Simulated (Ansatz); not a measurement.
# HfN: the cost of one run

Computed with Ansatz 0.2.0 (DFT PBE, scalar-relativistic, plane waves, PAW, unless a step's input says otherwise).

1 further run of the same task is left out (set aside as unsound or not needed).

### 1 Starting point

It takes space group P-6m2 (No. 187, hexagonal). Conventional cell: a = 3.101 Å, b = 3.101 Å, c = 2.911 Å, α = 90.00°, β = 90.00°, γ = 120.00°. Hf (site symmetry -6m2) is surrounded by 6 N at 2.31 Å. N (site symmetry -6m2) is surrounded by 6 Hf at 2.31 Å.

Coordinates:

```xyz
2
Lattice="3.1006 0.0000 0.0000 -1.5503 2.6852 0.0000 0.0000 0.0000 2.9107" Properties=species:S:1:pos:R:3 pbc="T T T"
Hf    0.0000    0.0000    0.0000
N     1.5503    0.8951    1.4554
```

The cell was relaxed beforehand at this level, from a generated guess; it needn't be the stable form of this composition. At a tolerance of 0.05 Å it has space group P-6m2 (No. 187); it has 12.12 Å³/atom, an uncorrected energy of -1.28 eV/atom over the elements.

### 2 Static run: bands, density of states and charges

input.yaml reads:

```yaml
crystal:
  lattice:
    - [3.1005536887, 0.0, 0.0]
    - [-1.5502768444, 2.6851582602, 0.0]
    - [0.0, 0.0, 2.9107322272]
  atoms:
    - { symbol: Hf, position: [0.0, 0.0, 0.0] }
    - { symbol: "N", position: [0.6666666667, 0.3333333333, 0.5] }
basis:
  ecutwfc: 420
kpoints:
  mp_grid: { grid: [24, 24, 20] }
  band_path:
    path:
      - [[0.0, 0.0, 0.0], [0.5, 0.0, 0.0], [0.33333333, 0.33333333, 0.0], [0.0, 0.0, 0.0], [0.0, 0.0, 0.5], [0.5, 0.0, 0.5], [0.33333333, 0.33333333, 0.5], [0.0, 0.0, 0.5]]
      - [[0.5, 0.0, 0.5], [0.5, 0.0, 0.0]]
      - [[0.33333333, 0.33333333, 0.5], [0.33333333, 0.33333333, 0.0]]
    npoints: 14
hamiltonian:
  xc: pbe
scf:
  occupations: { method: gaussian, width: 0.1 }
  n_extra_bands: 6
output:
  forces: true
  stress: true
  eigenvalues: true
  populations: true
  dos: { projected: true, de: 0.02, nscf_kmesh: { grid: [29, 29, 24] } }
  bader: true
  write_density: true
  write_potential: true
  elf: true
  volumetric_format: npy
```

Launch:

```
$ ansatz run input.yaml --threads 1 --pin off --max-ram 2560MiB --backend cpu --events-out ev --progress --plain --runs-dir out
```

What time and memory should one allow on 1 thread of Arm Neoverse V1, shared host?

About 96 s, with a peak of 0.64 GiB.
